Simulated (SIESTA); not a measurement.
Wanted: the native input for a SIESTA 5.4.2 run.

| Property | Result |
| --- | --- |
| Task | single point |
| Functional | PBE |
| Potentials or basis | PseudoDojo 0.4 standard (PBE files) |
| Basis | DZP (energy shift 0.002 Ry; radii capped at 9.5 bohr) |
| Grid cutoff | 800 Ry |
| Energy shift | 0.002 Ry |
| k mesh | 11 × 11 × 11 |
| Occupations | fermi-dirac, width 0.05 eV |
| Spin | no spin polarisation |

The system is NbP.

```
CELL_PARAMETERS angstrom
-1.67492 1.67492 5.74011
1.67492 -1.67492 5.74011
1.67492 1.67492 -5.74011
ATOMIC_POSITIONS crystal
Nb 0.24988 0.74988 0.50000
Nb 0.49988 0.49988 0.00000
P 0.83275 0.33275 0.50000
P 0.08275 0.08275 0.00000
```

The cell is a database's computed one.

The input as run:

NbP.fdf

```
SystemName                      NbP
SystemLabel                     NbP
NumberOfSpecies                 2
NumberOfAtoms                   4
%block ChemicalSpeciesLabel
  1  41 Nb
  2  15 P
%endblock ChemicalSpeciesLabel

UseStructFile                   true

%block kgrid.MonkhorstPack
   11   0   0  0.0
    0  11   0  0.0
    0   0  11  0.0
%endblock kgrid.MonkhorstPack
XC.Functional                   GGA
XC.Authors                      PBE
PAO.BasisSize                   DZP
PAO.EnergyShift                 0.002 Ry
Mesh.Cutoff                     800 Ry
OccupationFunction              FD
ElectronicTemperature           0.05 eV
MaxSCFIterations                120
SCF.MustConverge                false
SCF.Mixer.Method                Pulay
SCF.Mixer.Weight                0.25
SCF.Mixer.History               8
SCF.DM.Tolerance                5.0e-05
SCF.H.Tolerance                 1.0e-03 eV
WriteForces                     true
Charge.Mulliken                 end
%block PAO.Basis
  Nb 5
  n=4 0 1
    3.469
  n=5 0 2
    9.500 0.000
  n=4 1 1
    4.040
  n=5 1 1
    9.500
  n=4 2 2
    7.764 0.000
%endblock PAO.Basis
```

NbP.STRUCT_IN

```
  -1.6749232544     1.6749232544     5.7401081759
   1.6749232544    -1.6749232544     5.7401081759
   1.6749232544     1.6749232544    -5.7401081759
4
1  41    0.2498808000     0.7498808000     0.5000000000
1  41    0.4998808000     0.4998808000     0.0000000000
2  15    0.8327477700     0.3327477700     0.5000000000
2  15    0.0827477700     0.0827477700     0.0000000000
```

Potentials or basis: PseudoDojo 0.4 standard (PBE files), DZP (energy shift 0.002 Ry; radii capped at 9.5 bohr).

Run with:

```sh
$ siesta NbP.fdf > NbP.out 2>&1
```

It gave:

| Quantity | Value |
| --- | --- |
| Pressure | 0.2 GPa |
| Largest force | 0.029 eV/Å |
| Band gap on the k mesh | none (metal or under the smearing width) |

Caveat: semicore shells carry a single zeta, which can move pressures by several GPa and volumes by a few percent; the basis of atomic orbitals isn't converged, which shifts pressures, moduli and gaps.

Run time: 6.7 min on 1 thread of Arm Neoverse V1 (shared host), peak memory 0.85 GiB.
